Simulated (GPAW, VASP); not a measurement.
Given: the input of a run of GPAW 26.7.0 (ASE script) on TePt. Measurements of this composition are mostly on another form, of space group No. 166.

Contents of run.py:

```python
from ase.dft.bandgap import bandgap
from ase.io import read, write
from ase.units import GPa
from gpaw import GPAW, PW, setup_paths

setup_paths.insert(0, '.')

atoms = read('TePt.xyz')
atoms.set_initial_magnetic_moments([0.5, 0.0])

calc = GPAW(mode=PW(600),
            xc='PBEsol',
            kpts={'size': (5, 5, 5), 'gamma': True},
            occupations={'name': 'methfessel-paxton', 'order': 0, 'width': 0.05},
            setups={'Pt': ':d,7.0'},
            nbands=22,
            convergence={'density': 1e-05, 'energy': 1e-05},
            maxiter=150,
            txt='gpaw.txt')
atoms.calc = calc
energy = atoms.get_potential_energy()
forces = atoms.get_forces()
stress = atoms.get_stress()
calc.write('gs.gpw')
write('result.traj', atoms)
print(f'Energy: {energy:.6f} eV')
print('Forces (eV/A):')
print(forces.round(4))
print('Stress (GPa):', (stress / GPa).round(3))
print('Moments:', calc.get_magnetic_moments().round(3))
print('Fermi level:', round(calc.get_fermi_level(), 4), 'eV')
print(f'Gap: {bandgap(calc)[0]:.4f} eV, direct: {bandgap(calc, direct=True)[0]:.4f} eV')
```

TePt.xyz

```xyz
2
Lattice="0.0000000000 3.2450425500 3.2450425500 3.2450425500 0.0000000000 3.2450425500 3.2450425500 3.2450425500 0.0000000000" Properties=species:S:1:pos:R:3 pbc="T T T"
Pt     0.0000000000      0.0000000000      0.0000000000
Te     1.6225212750      1.6225212750      1.6225212750
```

Potentials or basis: PAW data sets generated in the run's folder for this functional, pw.

Launch:

```bash
$ gpaw-setup -f PBEsol Pt Te
$ OMP_NUM_THREADS=1 python run.py
```

Set up the same calculation for VASP 6.6.1. Potentials or basis there: PBE PAW files Pt, Te, 520 eV.

As run (cutoffs and basis follow the program's own potentials, and thresholds, step limits or extra output files can differ):

File INCAR:

```
PREC     = Accurate       # precision mode
ENCUT    = 520            # plane-wave cutoff, eV
EDIFF    = 1E-6           # SCF threshold, eV
ISMEAR   = 0              # smearing method
SIGMA    = 0.05           # smearing width, eV
LREAL    = F              # projectors in reciprocal space
LASPH    = T              # aspherical terms in the spheres
NELM     = 60             # most SCF steps
ALGO     = Normal         # electronic algorithm
ISIF     = 2              # what is computed and relaxed
LWAVE    = F              # write WAVECAR
LCHARG   = T              # write CHGCAR
ISPIN    = 2              # spin polarisation
MAGMOM   = 0.5 0          # initial moments
LORBIT   = 11             # projections on sites
LMAXMIX  = 4              # l up to which the mixer works
LDAU     = T              # DFT+U
LDAUTYPE = 2            
LDAUL    = 2 -1           # shell
LDAUU    = 7 0            # U, eV
LDAUJ    = 0 0          
LDAUPRINT= 1            
GGA      = PS             # functional
LELF     = T              # ELF
LVHAR    = T
```

The input KPOINTS:

```
regular mesh
0
Gamma
  5 5 5
```

The input POSCAR:

```
TePt
1.0
    0.0000000000      3.2450425500      3.2450425500
    3.2450425500      0.0000000000      3.2450425500
    3.2450425500      3.2450425500      0.0000000000
Pt Te
1 1
Direct
    0.0000000000      0.0000000000      0.0000000000
    0.2500000000      0.2500000000      0.2500000000
```

Potentials or basis: VASP PAW PBE potentials, release 64 (Pt, Te).

Run with:

```bash
$ cat potpaw_PBE.64/Pt/POTCAR potpaw_PBE.64/Te/POTCAR > POTCAR
$ mpirun -np 1 vasp_std > vasp.out
```

Both were run:

|  | GPAW | VASP |
| --- | --- | --- |
| Pressure | -12.8 GPa | -14.3 GPa |
| Net moment | 0.23 μB per cell | 0.05 μB per cell |

The potentials hold 22 and 16 valence electrons a cell.

VASP's potentials were made for PBE.

The magnetic state is the one that the start led to; the real crystal's order can differ.

The cell lies far from this level's equilibrium.

How U acts hangs on each program's projectors.

Pressure is positive in compression.
